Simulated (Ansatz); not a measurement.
# Br: the crystal squeezed far

The task here is to estimate one member of a computed series from the others.

Method: DFT PBE, with the methods named in each step, in Ansatz 0.2.0.

**Starting point**

Symmetry: Fd-3m, No. 227, cubic system. The conventional cell has a = 6.463 Å, b = 6.463 Å, c = 6.463 Å, α = 90.00°, β = 90.00°, γ = 90.00°. Around Br (site symmetry -43m) lie 4 Br at 2.80 Å.

As a file:

```cif
data_structure
_symmetry_space_group_name_H-M 'P 1'
_symmetry_Int_Tables_number 1
_cell_length_a 4.5702
_cell_length_b 4.5702
_cell_length_c 4.5702
_cell_angle_alpha 60.000
_cell_angle_beta 60.000
_cell_angle_gamma 60.000
_cell_volume 67.50
loop_
_atom_site_label
_atom_site_type_symbol
_atom_site_fract_x
_atom_site_fract_y
_atom_site_fract_z
_atom_site_occupancy
Br1 Br 0.87500 0.87500 0.87500 1
Br2 Br 0.12500 0.12500 0.12500 1
```

Whether this phase is the stable one at these pressures isn't tested.

Atoms are numbered in the order of the input: Br1, Br2.

The first run:

input.yaml reads:

```yaml
crystal:
  lattice:
    - [0.0, 3.2316520351, 3.2316520351]
    - [3.2316520351, 0.0, 3.2316520351]
    - [3.2316520351, 3.2316520351, 0.0]
  atoms:
    - { symbol: Br, position: [-0.125, -0.125, -0.125] }
    - { symbol: Br, position: [0.125, 0.125, 0.125] }
kpoints:
  mp_grid: { grid: [11, 11, 11] }
scf:
  occupations: { method: fermi_dirac, width: 0.08 }
hamiltonian:
  xc: pbe
  pseudopotentials: { kind: paw }
output:
  forces: true
  stress: true
relax:
  f_tol: 0.005
  max_steps: 40
  cell: {}
```

The run is started by

```bash
ansatz run input.yaml --threads 1 --pin off --max-ram 2048MiB --backend cpu --events-out ev --progress --plain --runs-dir out
```

Among the steps run: Cell relaxed at zero pressure, PAW; Volume scaled by 1, PAW; Volume scaled by 0.95, PAW; Volume scaled by 0.85, PAW; Volume scaled by 0.75, PAW; Volume scaled by 0.65, PAW; Volume scaled by 0.55, PAW; Volume scaled by 0.45, PAW; Volume scaled by 0.4, PAW; Volume scaled by 0.4, PAW (level accurate).

One of the session's tables, all rows but one given; the rest of the session is left out.

```
              method  volume over the first  volume (Å³/atom)  pressure (GPa)
                 PAW                      1            43.122            0.05
                 PAW                   0.95            40.966            0.92
                 PAW                   0.85            36.654            3.69
                 PAW                   0.75            32.341            8.72
                 PAW                   0.65                 ?               ?
                 PAW                   0.55            23.717           35.56
                 PAW                   0.45            19.405           70.80
                 PAW                    0.4            17.249          101.80
PAW (level accurate)                    0.4            17.249          101.60
```

**Question.** Estimate the row for PAW, 0.65.

As computed: volume (Å³/atom): 28.029; pressure (GPa): 17.96. In the column «volume (Å³/atom)» it lies between PAW, 0.55 (23.717) and PAW, 0.75 (32.341).
